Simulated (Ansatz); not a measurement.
# Ta2H3: a trial structure relaxed

Where does this trial cell of Ta2H3 go when cell and atoms are let free?

Computed with Ansatz 0.2.0 (DFT PBE, scalar-relativistic, plane waves, PAW, unless a step's input says otherwise).

## (1) The starting structure

It takes space group Pm-3m (No. 221, cubic). The conventional cell has a = 3.985 Å, b = 3.985 Å, c = 3.985 Å, α = 90.00°, β = 90.00°, γ = 90.00°. Ta (site symmetry m-3m) is surrounded by 12 H at 2.82 Å. Ta (site symmetry m-3m) is surrounded by 6 H at 1.99 Å. Around H (site symmetry 4/mmm) lie 6 Ta at 1.99 to 2.82 Å.

Coordinates:

```
CELL_PARAMETERS angstrom
3.98500 0.00000 0.00000
0.00000 3.98500 0.00000
0.00000 0.00000 3.98500
ATOMIC_POSITIONS crystal
Ta 0.50000 0.50000 0.50000
Ta 0.00000 0.00000 0.00000
H 0.50000 0.00000 0.00000
H 0.00000 0.50000 0.00000
H 0.00000 0.00000 0.50000
```

The cell is invented: random cell by space group and Wyckoff sites (Pm-3m, No. 221). Lengths come from tabulated atomic sizes and are only a guess.

## (2) A first look at the guess

Input file input.yaml:

```yaml
crystal:
  lattice:
    - [3.98500152, 0.0, 0.0]
    - [0.0, 3.98500152, 0.0]
    - [0.0, 0.0, 3.98500152]
  atoms:
    - { symbol: Ta, position: [0.5, 0.5, 0.5] }
    - { symbol: Ta, position: [0.0, 0.0, 0.0] }
    - { symbol: H, position: [0.5, 0.0, 0.0] }
    - { symbol: H, position: [0.0, 0.5, 0.0] }
    - { symbol: H, position: [0.0, 0.0, 0.5] }
basis:
  ecutwfc: 420
kpoints:
  mp_grid: { grid: [4, 4, 4] }
hamiltonian:
  xc: pbe
scf:
  occupations: { method: gaussian, width: 0.1 }
  lower_state_search: "off"
output:
  forces: true
  stress: true
  eigenvalues: true
```

The run is started by

```sh
$ ansatz run input.yaml --threads 1 --pin off --max-ram 2560MiB --backend cpu --events-out ev --progress --plain --runs-dir out
```

The program printed, cut to the lines that bear on the results:

```text
[...]
SCF converged after 6 iterations
Free energy (F): -19908.379238 eV
[...]
E sigma→0 (E₀):  -19908.373679 eV
Entropy (-TS):   -0.011119 eV (-2.224 meV/atom)
Fermi energy:    10.966886 eV
[...]
--- Forces (eV/Å), atoms counted from 1 ---
  atom   1  Ta     0.00000000     0.00000000     0.00000000
  atom   2  Ta    -0.00000000     0.00000000    -0.00000000
  atom   3  H      0.00000000    -0.00000000     0.00000000
  atom   4  H      0.00000000     0.00000000    -0.00000000
  atom   5  H      0.00000000     0.00000000     0.00000000
[...]
--- Stress (GPa, compression-positive) ---
      -29.328445      -0.000000       0.000000
       -0.000000     -29.328445       0.000000
        0.000000       0.000000     -29.328445
  P = ⅓ Tr σ = -29.3284 GPa (-293.284 kbar)
--- Band table (eV; the first three rows and the last of 10) ---
  k-point 0: bands = ["-58.2722", "-57.5672", "-24.6321", "-24.6321", "-24.6321", "-24.0057", "-24.0057", "-24.0057", "1.6704", "5.0000", "5.0000", "10.6762", "10.6762", "10.6762", "11.2737", "11.2737", "13.5747", "13.5747", "13.5747", "14.1911"]
[...]
```

Wall time 0.93 s (1 thread of Arm Neoverse V1, shared host); peak memory 0.28 GiB.

The probe gives pressure -29.3 GPa, largest force 0.00 eV/Å, gap on this mesh none (metal). A cheap, loose relaxation comes first.

## (3) Coarse relaxation

input.yaml, as its differences from that of step 2:

```diff
@@ -24 +24,6 @@
   eigenvalues: true
+relax:
+  adjacent_minimum: "off"
+  f_tol: 0.04
+  max_steps: 70
+  cell: { stress_tol: 0.4 }
```

The run is started by

```sh
$ ansatz run input.yaml --threads 1 --pin off --max-ram 2560MiB --backend cpu --events-out ev --progress --plain --runs-dir out
```

The program printed:

```text
Warning: RAYON_NUM_THREADS=1 ignored (pool sized by the plan → 1); use --threads N
Engine: ansatz 0.2.0, aarch64-unknown-linux-gnu
Pseudopotentials: kind: paw
Pseudopotential: Ta, paw, valence charge 13, recommended cutoff 420 eV (normal), Ta.paw.azcp
Pseudopotential: H, paw, valence charge 1, recommended cutoff 420 eV (normal), H.paw.azcp
Functional definition: PBE
  parameter kappa = 0.804
  parameter beta = 0.06672455060314922
  exchange = pbe_x(kappa = kappa, mu = beta*pi^2/3)
  correlation = pbe_c(beta = beta)
Crystal: 5 atoms, lattice volume = 63.283 Å³
Basis set: ecut = 420 eV, 1237 PW (Γ), exchange–correlation on 54×54×54 points (8 copies of the dense FFT grid, shifted against one another)
Bands: 20, of which v1, the nominal top of the filled ones, is band 15 counted from 1 (14 counted from 0)
Symmetry: 48 space group operations
Space group: Pm-3m (ITA 221), of the structure as read, at distance tolerance 4.0e-5 Å
k-points: 10 of 64
Non-local potential: Ta, projectors of the file, l = 0: 3, l = 1: 2, l = 2: 2, l = 3: 1
Non-local potential: H, projectors of the file, l = 0: 2, l = 1: 1
PAW form: soft (Blöchl's): semilocal exchange-correlation on the pseudo side does not see the compensation charge
PAW one-centre angular grid: Ta, 590 points (default); XC on 64 Gauss nodes
PAW one-centre angular grid: H, 110 points (default); XC on 64 Gauss nodes
Initial density: superposition of atomic densities (neutral atoms: chi_scale 0, normalization atom), corrected by the library's trained network
Initial wavefunctions: pseudopotential atomic-orbital guess
Functional: x = pbe(κ = 0.804, μ = 0.2195149727645171), c = pbe(β = 0.06672455060314922)
SCF iter   1: F=—  HF=-19908.387147 eV  |F-HF|=—  |Δ(HF+E_count)|=         —  Δρ=9.24e-3  dr2=1.10e-1  ethr=1.77e-3  ⟨swp⟩=4.9  Hψ=827  notcnv=0
preconditioner: auto → Kerker (q_TF=auto, 2.396 Å⁻¹)  [metal: Δε(μ)=0.063 eV  Ē_g=4.826 eV  σ=0.100 eV  W_gap=0.34  n_scr=18 (ndim 8)  ℏωp=16.8 eV  f_vac=0.000  D(μ)=2.33/eV (n_scr^D=18)]
SCF iter   2: F=—  HF=-19908.381313 eV  |F-HF|=—  |Δ(HF+E_count)|=   5.83e-3  Δρ=5.30e-3  dr2=3.11e-2  ethr=3.81e-4  ⟨swp⟩=1.0  Hψ=280  notcnv=0
SCF iter   3: F=—  HF=-19908.379239 eV  |F-HF|=—  |Δ(HF+E_count)|=   2.07e-3  Δρ=8.06e-4  dr2=2.85e-4  ethr=1.07e-4  ⟨swp⟩=1.9  Hψ=212  notcnv=0
SCF iter   4: F=—  HF=-19908.379307 eV  |F-HF|=—  |Δ(HF+E_count)|=   6.83e-5  Δρ=1.52e-4  dr2=1.73e-5  ethr=9.83e-7  ⟨swp⟩=2.2  Hψ=239  notcnv=0
SCF iter   5: F=—  HF=-19908.379238 eV  |F-HF|=—  |Δ(HF+E_count)|=   6.91e-5  Δρ=4.09e-5  dr2=8.09e-7  ethr=5.98e-8  ⟨swp⟩=2.1  Hψ=239  notcnv=0
SCF iter   6: F=-19908.379238 eV  HF=-19908.379238 eV  |F-HF|=1.52e-8  |Δ(HF+E_count)|=   3.13e-7  Δρ=8.18e-6  dr2=2.44e-8  ethr=3.45e-10  ⟨swp⟩=7.2  Hψ=818  notcnv=0
SCF 1 converged in 6 iterations: F = -19908.379238 eV  dr2 = 2.44e-8
relax step   1: F+E_penalty+E_count = -19908.37923813 eV  Δ(F+E_penalty+E_count) = +0.000e0 eV  max|allowed force component| = 3.945e-29 eV/Å  Δτ_max = 0.0000 Å  P = -29.328 GPa  Ω = 63.283 Å³  (6 SCF iters, dr2 threshold 1.00e-7 eV, accepted)
Crystal: 5 atoms, lattice volume = 54.472 Å³
Basis set: ecut = 420 eV, 1045 PW (Γ), exchange–correlation on 54×54×54 points (8 copies of the dense FFT grid, shifted against one another)
Initial density: handed on by an earlier stage of this run
Initial wavefunctions: those handed on with the density
iter 1 solved again at ethr=6.37e-4 eV; its pass at ethr=3.10e-3 eV (dr2=1.85e-1 eV) is discarded
SCF iter   1: F=—  HF=-19909.861098 eV  |F-HF|=—  |Δ(HF+E_count)|=         —  Δρ=1.26e-2  dr2=1.86e-1  ethr=6.37e-4  ⟨swp⟩=1.0  Hψ=1106  notcnv=0
preconditioner: auto → Resta (q_TF=auto, 2.456 Å⁻¹)  ε∞=11.1  [insulator: Δε(μ)=0.138 eV  Ē_g=5.707 eV  σ=0.100 eV  W_gap=0.60  n_scr=18 (ndim 8)  ℏωp=18.1 eV  f_vac=0.000  D(μ)=2.05/eV (n_scr^D=18)  ε∞_Penn≈11.1]
SCF iter   2: F=—  HF=-19909.841133 eV  |F-HF|=—  |Δ(HF+E_count)|=   2.00e-2  Δρ=6.74e-3  dr2=5.52e-2  ethr=6.37e-4  ⟨swp⟩=1.0  Hψ=200  notcnv=0
SCF iter   3: F=—  HF=-19909.832640 eV  |F-HF|=—  |Δ(HF+E_count)|=   8.49e-3  Δρ=7.57e-4  dr2=1.52e-4  ethr=1.90e-4  ⟨swp⟩=1.8  Hψ=225  notcnv=0
SCF iter   4: F=—  HF=-19909.832674 eV  |F-HF|=—  |Δ(HF+E_count)|=   3.37e-5  Δρ=9.27e-5  dr2=2.92e-6  ethr=5.23e-7  ⟨swp⟩=2.2  Hψ=282  notcnv=0
iter 5 did not close the SCF: its close was put off for the readings that it lacked (scf_convergence_deferred on its scf_iter line)
SCF iter   5: F=-19909.832675 eV  HF=-19909.832675 eV  |F-HF|=1.72e-8  |Δ(HF+E_count)|=   1.34e-6  Δρ=1.84e-5  dr2=1.40e-7  ethr=1.01e-8  ⟨swp⟩=2.4  Hψ=292  notcnv=0
SCF iter   6: F=-19909.832675 eV  HF=-19909.832675 eV  |F-HF|=2.16e-9  |Δ(HF+E_count)|=   4.04e-8  Δρ=4.47e-6  dr2=8.37e-9  ethr=4.81e-10  ⟨swp⟩=2.8  Hψ=726  notcnv=0
SCF 2 converged in 6 iterations: F = -19909.832675 eV  dr2 = 8.37e-9
relax step   2: F+E_penalty+E_count = -19909.83267503 eV  Δ(F+E_penalty+E_count) = -1.453e0 eV  max|allowed force component| = 3.384e-30 eV/Å  Δτ_max = 0.0000 Å  P = -21.850 GPa  Ω = 54.472 Å³  energy of the carried Pulay correction = +7.028e-3 eV  (6 SCF iters, dr2 threshold 5.00e-7 eV, accepted)
Crystal: 5 atoms, lattice volume = 46.519 Å³
Basis set: ecut = 420 eV, 925 PW (Γ), exchange–correlation on 54×54×54 points (8 copies of the dense FFT grid, shifted against one another)
iter 1 solved again at ethr=6.48e-4 eV; its pass at ethr=3.10e-3 eV (dr2=1.88e-1 eV) is discarded
SCF iter   1: F=—  HF=-19910.570231 eV  |F-HF|=—  |Δ(HF+E_count)|=         —  Δρ=1.48e-2  dr2=1.89e-1  ethr=6.48e-4  ⟨swp⟩=1.0  Hψ=1131  notcnv=0
preconditioner: auto → Resta (q_TF=auto, 2.522 Å⁻¹)  ε∞=9.9  [insulator: Δε(μ)=0.215 eV  Ē_g=6.597 eV  σ=0.100 eV  W_gap=0.56  n_scr=18 (ndim 8)  ℏωp=19.6 eV  f_vac=0.000  D(μ)=2.12/eV (n_scr^D=18)  ε∞_Penn≈9.9]
SCF iter   2: F=—  HF=-19910.547835 eV  |F-HF|=—  |Δ(HF+E_count)|=   2.24e-2  Δρ=8.18e-3  dr2=6.22e-2  ethr=6.48e-4  ⟨swp⟩=1.0  Hψ=200  notcnv=0
SCF iter   3: F=—  HF=-19910.536383 eV  |F-HF|=—  |Δ(HF+E_count)|=   1.15e-2  Δρ=8.82e-4  dr2=1.84e-4  ethr=2.15e-4  ⟨swp⟩=1.9  Hψ=230  notcnv=0
SCF iter   4: F=—  HF=-19910.536459 eV  |F-HF|=—  |Δ(HF+E_count)|=   7.59e-5  Δρ=1.08e-4  dr2=2.31e-6  ethr=6.36e-7  ⟨swp⟩=2.2  Hψ=272  notcnv=0
iter 5 did not close the SCF: its close was put off for the readings that it lacked (scf_convergence_deferred on its scf_iter line)
SCF iter   5: F=-19910.536460 eV  HF=-19910.536460 eV  |F-HF|=2.72e-8  |Δ(HF+E_count)|=   9.80e-7  Δρ=1.59e-5  dr2=6.60e-8  ethr=7.96e-9  ⟨swp⟩=2.5  Hψ=325  notcnv=0
SCF iter   6: F=-19910.536460 eV  HF=-19910.536460 eV  |F-HF|=7.24e-10  |Δ(HF+E_count)|=   3.14e-8  Δρ=2.84e-6  dr2=2.59e-9  ethr=2.28e-10  ⟨swp⟩=3.1  Hψ=735  notcnv=0
SCF 3 converged in 6 iterations: F = -19910.536460 eV  dr2 = 2.59e-9
relax step   3: F+E_penalty+E_count = -19910.53646015 eV  Δ(F+E_penalty+E_count) = -7.038e-1 eV  max|allowed force component| = 1.697e-30 eV/Å  Δτ_max = 0.0000 Å  P = -3.486 GPa  Ω = 46.519 Å³  energy of the carried Pulay correction = +1.434e-2 eV  (6 SCF iters, dr2 threshold 5.00e-7 eV, accepted)
Crystal: 5 atoms, lattice volume = 45.465 Å³
Basis set: ecut = 420 eV, 895 PW (Γ), exchange–correlation on 54×54×54 points (8 copies of the dense FFT grid, shifted against one another)
iter 1 solved again at ethr=1.75e-5 eV; its pass at ethr=3.10e-3 eV (dr2=5.09e-3 eV) is discarded
SCF iter   1: F=—  HF=-19910.548677 eV  |F-HF|=—  |Δ(HF+E_count)|=         —  Δρ=2.41e-3  dr2=4.93e-3  ethr=1.75e-5  ⟨swp⟩=2.0  Hψ=1040  notcnv=0
preconditioner: auto → Resta (q_TF=auto, 2.531 Å⁻¹)  ε∞=9.9  [insulator: Δε(μ)=0.201 eV  Ē_g=6.670 eV  σ=0.100 eV  W_gap=0.56  n_scr=18 (ndim 8)  ℏωp=19.9 eV  f_vac=0.000  D(μ)=2.15/eV (n_scr^D=18)  ε∞_Penn≈9.9]
SCF iter   2: F=—  HF=-19910.548104 eV  |F-HF|=—  |Δ(HF+E_count)|=   5.73e-4  Δρ=1.35e-3  dr2=1.65e-3  ethr=1.70e-5  ⟨swp⟩=1.0  Hψ=200  notcnv=0
SCF iter   3: F=—  HF=-19910.547797 eV  |F-HF|=—  |Δ(HF+E_count)|=   3.07e-4  Δρ=1.46e-4  dr2=4.97e-6  ethr=5.69e-6  ⟨swp⟩=1.9  Hψ=232  notcnv=0
SCF iter   4: F=—  HF=-19910.547841 eV  |F-HF|=—  |Δ(HF+E_count)|=   4.41e-5  Δρ=1.70e-5  dr2=6.59e-8  ethr=1.71e-8  ⟨swp⟩=2.2  Hψ=270  notcnv=0
iter 5 did not close the SCF: its close was put off for the readings that it lacked (scf_convergence_deferred on its scf_iter line)
SCF iter   5: F=-19910.547841 eV  HF=-19910.547841 eV  |F-HF|=6.48e-10  |Δ(HF+E_count)|=   1.90e-8  Δρ=2.45e-6  dr2=1.49e-9  ethr=2.27e-10  ⟨swp⟩=2.8  Hψ=335  notcnv=0
SCF iter   6: F=-19910.547841 eV  HF=-19910.547841 eV  |F-HF|=2.91e-11  |Δ(HF+E_count)|=  7.49e-10  Δρ=4.47e-7  dr2=5.78e-11  ethr=5.12e-12  ⟨swp⟩=1.1  Hψ=499  notcnv=0
SCF 4 converged in 6 iterations: F = -19910.547841 eV  dr2 = 5.78e-11
relax step   4: F+E_penalty+E_count = -19910.54784063 eV  Δ(F+E_penalty+E_count) = -1.138e-2 eV  max|allowed force component| = 9.854e-30 eV/Å  Δτ_max = 0.0000 Å  P = +0.422 GPa  Ω = 45.465 Å³  energy of the carried Pulay correction = +1.539e-2 eV  (6 SCF iters, dr2 threshold 5.00e-7 eV, accepted)
Crystal: 5 atoms, lattice volume = 45.572 Å³
iter 1 solved again at ethr=2.00e-7 eV; its pass at ethr=3.10e-3 eV (dr2=5.80e-5 eV) is discarded
SCF iter   1: F=—  HF=-19910.547836 eV  |F-HF|=—  |Δ(HF+E_count)|=         —  Δρ=2.53e-4  dr2=5.40e-5  ethr=2.00e-7  ⟨swp⟩=2.0  Hψ=1036  notcnv=0
preconditioner: auto → Resta (q_TF=auto, 2.530 Å⁻¹)  ε∞=9.9  [insulator: Δε(μ)=0.197 eV  Ē_g=6.642 eV  σ=0.100 eV  W_gap=0.55  n_scr=18 (ndim 8)  ℏωp=19.8 eV  f_vac=0.000  D(μ)=2.13/eV (n_scr^D=18)  ε∞_Penn≈9.9]
SCF iter   2: F=—  HF=-19910.547878 eV  |F-HF|=—  |Δ(HF+E_count)|=   4.26e-5  Δρ=1.37e-4  dr2=1.73e-5  ethr=1.86e-7  ⟨swp⟩=1.0  Hψ=200  notcnv=0
iter 3 did not close the SCF: its close was put off for the readings that it lacked (scf_convergence_deferred on its scf_iter line)
SCF iter   3: F=-19910.547875 eV  HF=-19910.547875 eV  |F-HF|=9.36e-8  |Δ(HF+E_count)|=   3.38e-6  Δρ=1.65e-5  dr2=1.51e-7  ethr=5.96e-8  ⟨swp⟩=1.9  Hψ=218  notcnv=0
iter 4 did not close the SCF: its close was put off for the readings that it lacked (scf_convergence_deferred on its scf_iter line)
SCF iter   4: F=-19910.547875 eV  HF=-19910.547875 eV  |F-HF|=6.11e-10  |Δ(HF+E_count)|=   5.68e-8  Δρ=3.85e-6  dr2=4.04e-9  ethr=5.22e-10  ⟨swp⟩=2.0  Hψ=257  notcnv=0
iter 5 did not close the SCF: its close was put off for the readings that it lacked (scf_convergence_deferred on its scf_iter line)
SCF iter   5: F=-19910.547875 eV  HF=-19910.547875 eV  |F-HF|=5.17e-10  |Δ(HF+E_count)|=  5.35e-10  Δρ=1.08e-6  dr2=6.81e-10  ethr=1.39e-11  ⟨swp⟩=2.0  Hψ=266  notcnv=0
SCF iter   6: F=-19910.547875 eV  HF=-19910.547875 eV  |F-HF|=1.09e-11  |Δ(HF+E_count)|=  9.09e-11  Δρ=1.59e-7  dr2=8.26e-12  ethr=2.35e-12  ⟨swp⟩=1.0  Hψ=484  notcnv=0
SCF 5 converged in 6 iterations: F = -19910.547875 eV  dr2 = 8.26e-12
relax step   5: F+E_penalty+E_count = -19910.54787473 eV  Δ(F+E_penalty+E_count) = -3.409e-5 eV  max|allowed force component| = 8.489e-30 eV/Å  Δτ_max = 0.0000 Å  P = +0.003 GPa  Ω = 45.572 Å³  energy of the carried Pulay correction = +1.529e-2 eV  (6 SCF iters, dr2 threshold 4.45e-7 eV, accepted)
Basis set: ecut = 420 eV, 895 PW (Γ), exchange–correlation on 48×48×48 points (8 copies of the dense FFT grid, shifted against one another)
Initial wavefunctions: pseudopotential atomic-orbital guess (no wavefunctions were taken with the density)
iter 1 solved again at ethr=1.38e-7 eV; its pass at ethr=3.10e-3 eV (dr2=3.99e-5 eV) is discarded
SCF iter   1: F=—  HF=-19910.540538 eV  |F-HF|=—  |Δ(HF+E_count)|=         —  Δρ=5.53e-4  dr2=1.36e-5  ethr=1.38e-7  ⟨swp⟩=3.0  Hψ=1354  notcnv=0
preconditioner: auto → Resta (q_TF=auto, 2.530 Å⁻¹)  ε∞=9.9  [insulator: Δε(μ)=0.198 eV  Ē_g=6.643 eV  σ=0.100 eV  W_gap=0.55  n_scr=18 (ndim 8)  ℏωp=19.8 eV  f_vac=0.000  D(μ)=2.13/eV (n_scr^D=18)  ε∞_Penn≈9.9]
SCF iter   2: F=—  HF=-19910.540819 eV  |F-HF|=—  |Δ(HF+E_count)|=   2.81e-4  Δρ=2.94e-4  dr2=3.73e-6  ethr=4.68e-8  ⟨swp⟩=2.0  Hψ=235  notcnv=0
SCF iter   3: F=—  HF=-19910.540833 eV  |F-HF|=—  |Δ(HF+E_count)|=   1.37e-5  Δρ=6.90e-6  dr2=4.61e-9  ethr=1.29e-8  ⟨swp⟩=2.0  Hψ=257  notcnv=0
SCF iter   4: F=—  HF=-19910.540840 eV  |F-HF|=—  |Δ(HF+E_count)|=   7.38e-6  Δρ=1.80e-6  dr2=7.01e-10  ethr=1.59e-11  ⟨swp⟩=2.4  Hψ=301  notcnv=0
iter 5 did not close the SCF: its close was put off for the readings that it lacked (scf_convergence_deferred on its scf_iter line)
SCF iter   5: F=-19910.540840 eV  HF=-19910.540840 eV  |F-HF|=1.46e-11  |Δ(HF+E_count)|=  5.02e-10  Δρ=1.77e-7  dr2=4.30e-12  ethr=2.42e-12  ⟨swp⟩=2.4  Hψ=297  notcnv=0
SCF iter   6: F=-19910.540840 eV  HF=-19910.540840 eV  |F-HF|=3.64e-12  |Δ(HF+E_count)|=  1.82e-11  Δρ=2.92e-8  dr2=2.97e-13  ethr=1.00e-12  ⟨swp⟩=1.5  Hψ=450  notcnv=0
SCF 6 converged in 6 iterations: F = -19910.540840 eV  dr2 = 2.97e-13
relax step   6: F+E_penalty+E_count = -19910.54083998 eV  Δ(F+E_penalty+E_count) = +7.035e-3 eV  max|allowed force component| = 3.576e-30 eV/Å  Δτ_max = 0.0000 Å  P = -0.121 GPa  Ω = 45.572 Å³  stress off target by 1.21e-1 GPa  SCF on the basis re-selected at this cell (its energy is not comparable with the rows above)  (6 SCF iters)
basis re-selected at this cell: Δ(F+E_penalty+E_count) = +7.035e-3 eV, ΔP = -0.124 GPa vs the last step (what re-selecting the basis moved, of the pressure what is left beyond the Pulay correction that the steps carried, after the strain that the cell walked since its last selection, with what the two solves' SCF thresholds leave and, on support functions, any second-order correction that the steps lacked; it is no measure of the basis error at this ecutwfc). The dense FFT grid was sized anew with the basis: this SCF ran on 24×24×24 points, the steps before it on 27×27×27, so part of this shift can come from that change (see relax.cell in the input reference). This SCF's stress stands 1.21e-1 GPa from its target on what of the cell is left free (relax.cell.stress_tol is 4.00e-1 GPa) and its largest allowed force component is 3.58e-30 eV/Å (relax.f_tol is 4.00e-2 eV/Å): within both
SCF converged after 6 iterations
Free energy (F): -19910.540840 eV
Harris-Foulkes:  -19910.540840 eV  (|F-HF|=3.64e-12)
Internal energy: -19910.530176 eV  (E = F + TS)
E sigma→0 (E₀):  -19910.535508 eV
Entropy (-TS):   -0.010664 eV (-2.133 meV/atom)
Fermi energy:    16.379634 eV
--- Per-component energies (eV) ---
  E_band       = -273.881870
  E_kinetic    = 776.778111
  E_local      = -1289.870852  (includes V_loc(G=0)·N_el)
  E_nonlocal   = 33.800610
  E_hartree    = 439.456912
  E_xc         = -464.980375
  E_vxc        = -444.549569  (∫ρ·V_xc dr)
  E_paw        = -16795.423782  (= ΣΔE_a)
  E_vpaw       = -228.950750  (= ΣTr[D̂ρ^β])
  E_aug_tail   = -0.003233  (compensation charges beyond the density's cutoff)
  E_ewald      = -2610.287568
  E_smearing   = -0.010664  (= −TS)
  E_closure    = -0.000000  (closes the sum)
  Σ components = -19910.540840   (vs F -19910.540840, Δ=0.00e0)
--- Forces (eV/Å), atoms counted from 1 ---
  atom   1  Ta     0.00000000     0.00000000    -0.00000000
  atom   2  Ta    -0.00000000    -0.00000000    -0.00000000
  atom   3  H      0.00000000    -0.00000000     0.00000000
  atom   4  H      0.00000000     0.00000000    -0.00000000
  atom   5  H      0.00000000     0.00000000    -0.00000000
  max |Σ_I F_I| component: 3.16e-30 eV/Å
--- Stress (GPa, compression-positive) ---
       -0.121059      -0.000000      -0.000000
       -0.000000      -0.121059       0.000000
       -0.000000       0.000000      -0.121059
  P = ⅓ Tr σ = -0.1211 GPa (-1.211 kbar)
--- Band table (eV; the first three rows and the last of 10) ---
  k-point 0: bands = ["-52.3241", "-51.4412", "-18.8022", "-18.8022", "-18.8022", "-18.0110", "-18.0110", "-18.0110", "4.9115", "8.3367", "8.3367", "15.8589", "15.8589", "15.8589", "16.7530", "16.7530", "20.4780", "20.4780", "20.4780", "20.9490"]
  k-point 1: bands = ["-52.3222", "-51.4401", "-18.8234", "-18.7729", "-18.7729", "-18.1243", "-18.0354", "-18.0354", "5.8192", "8.6696", "8.9074", "15.5657", "15.6734", "15.6734", "16.3701", "17.3587", "17.5913", "17.5913", "18.1662", "19.5597"]
  k-point 2: bands = ["-52.3203", "-51.4391", "-18.8397", "-18.7415", "-18.7415", "-18.2400", "-18.0618", "-18.0618", "7.1346", "9.0844", "9.0897", "14.4693", "15.9069", "15.9069", "16.0184", "16.0184", "17.6531", "17.9093", "18.1265", "18.5364"]
  k-point 9: bands = ["-52.3157", "-51.4314", "-18.8196", "-18.8196", "-18.8196", "-18.2194", "-18.2194", "-18.2194", "10.5903", "10.5903", "10.5903", "13.6031", "13.6031", "13.6031", "18.3643", "18.3643", "19.0003", "19.0162", "19.0162", "19.7686"]
--- Relaxed structure (5 steps of the walk, 5 accepted, 1 SCFs on fresh bases) ---
  F+E_penalty+E_count = -19910.54083998 eV   max|allowed force component| = 3.576e-30 eV/Å   (the final SCF, on the basis selected at the relaxed cell)
  cell:  # Å, volume = 45.5719 Å³
    - [3.5718973332789403, 1.9500040686920763e-33, -1.0191379289049122e-33]
    - [1.9500040686920763e-33, 3.5718973332789403, 0.0]
    - [-1.0191379289049122e-33, 0.0, 3.5718973332789403]
  atoms:
    - { symbol: Ta, position: [0.5, 0.5, 0.5] }
    - { symbol: Ta, position: [1.1075502565626768e-36, 4.782603380617387e-37, 1.0068638696117574e-37] }
    - { symbol: H, position: [0.5, 6.292899213995312e-39, 2.2654437066170957e-37] }
    - { symbol: H, position: [-3.42333715658585e-36, 0.5, 1.0068638696117574e-37] }
    - { symbol: H, position: [-2.5423312706966353e-36, 2.580088665802749e-37, 0.5] }
```

Run time: 5.5 s. Hardware: 1 thread of Arm Neoverse V1, shared host; peak memory 0.29 GiB.

Step by step:

| step | energy from step 1 (eV/cell) | largest force component (eV/Å) | pressure (GPa) | volume (Å³) |
| --- | --- | --- | --- | --- |
| 1 | 0.0000 | 0.0000 | -29.33 | 63.28 |
| 2 | -1.4534 | 0.0000 | -21.85 | 54.47 |
| 3 | -2.1572 | 0.0000 | -3.49 | 46.52 |
| 4 | -2.1686 | 0.0000 | 0.42 | 45.46 |
| 5 | -2.1686 | 0.0000 | 0.00 | 45.57 |
| 6 | -2.1616 | 0.0000 | -0.12 | 45.57 |

Step 1 is the start. Step 6 repeats the geometry before it on a plane-wave basis chosen anew for that cell, so its energy need not be comparable with the rows above.

|  | before | after | change |
| --- | --- | --- | --- |
| a (Å) | 3.985 | 3.572 | -10.4 % |
| b (Å) | 3.985 | 3.572 | -10.4 % |
| c (Å) | 3.985 | 3.572 | -10.4 % |
| volume (Å³/atom) | 12.66 | 9.11 | -28.0 % |
| shortest distance (Å) | 1.993 | 1.786 | -10.4 % |
| space group (0.01 Å) | Pm-3m | Pm-3m | same |

Forces and stress were held to the start's 48 operations: a distortion of lower symmetry was not tested.

(Part 1 of 2 ends here.)
